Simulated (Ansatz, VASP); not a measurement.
This is a calculation of V for VASP 6.6.1. 

Contents of INCAR:

```
ALGO = Normal ; EDIFF = 1E-6
ENCUT = 520 ; GGA = PE
ISIF = 2 ; ISMEAR = 0
ISPIN = 2 ; LASPH = T
LCHARG = F ; LMAXMIX = 4
LORBIT = 11 ; LREAL = F
LWAVE = F ; MAGMOM = 2
NBANDS = 16 ; NELM = 120
PREC = Accurate ; SIGMA = 0.02
```

Contents of KPOINTS:

```
k-points
0
Gamma
  12 12 12
```

The input POSCAR:

```
V
1.0
   -1.5143500000      1.5143500000      1.5143500000
    1.5143500000     -1.5143500000      1.5143500000
    1.5143500000      1.5143500000     -1.5143500000
V
1
Direct
    0.0000000000      0.0000000000      0.0000000000
```

Potentials or basis: VASP PAW PBE potentials, release 64 (V_sv).

The run is started by

```console
$ cat potpaw_PBE.64/V_sv/POTCAR > POTCAR
$ mpirun -np 1 vasp_std > vasp.out
```

Question: Set up the same calculation for Ansatz 0.2.0. Potentials or basis there: Ansatz PAW, cutoff 420 eV.

Answer: As run (cutoffs and basis follow the program's own potentials, and thresholds, step limits or extra output files can differ):

input.yaml

```yaml
crystal:
  lattice:
    - [-1.51435, 1.51435, 1.51435]
    - [1.51435, -1.51435, 1.51435]
    - [1.51435, 1.51435, -1.51435]
  atoms:
    - { symbol: V, position: [0.0, 0.0, 0.0], spin: 2.0 }
hamiltonian:
  xc: pbe
  pseudopotentials: { kind: paw }
magnetization:
  spin_polarized: true
kpoints:
  mp_grid: { grid: [12, 12, 12] }
scf:
  occupations: { method: gaussian, width: 0.02 }
output:
  forces: true
  stress: true
  eigenvalues: true
```

Potentials or basis: Ansatz PAW.

Launch:

```bash
$ ansatz run input.yaml --threads 2 --pin off --max-ram 5632MiB --backend cpu --events-out ev --progress --plain --runs-dir out
```

Both were run:

|  | VASP | Ansatz |
| --- | --- | --- |
| Pressure | -5.2 GPa | -5.2 GPa |
| Net moment | 0.12 μB per cell | -0.12 μB per cell |

Ansatz's pressure holds a Pulay term of +0.08 GPa for its cutoff of 420 eV, which the other run lacks.

Where Ansatz's input types no cutoff or centring, it takes its own default and a Γ-centred mesh.

The magnetic state is the one that the start led to; the real crystal's order can differ.

Pressure is positive in compression.
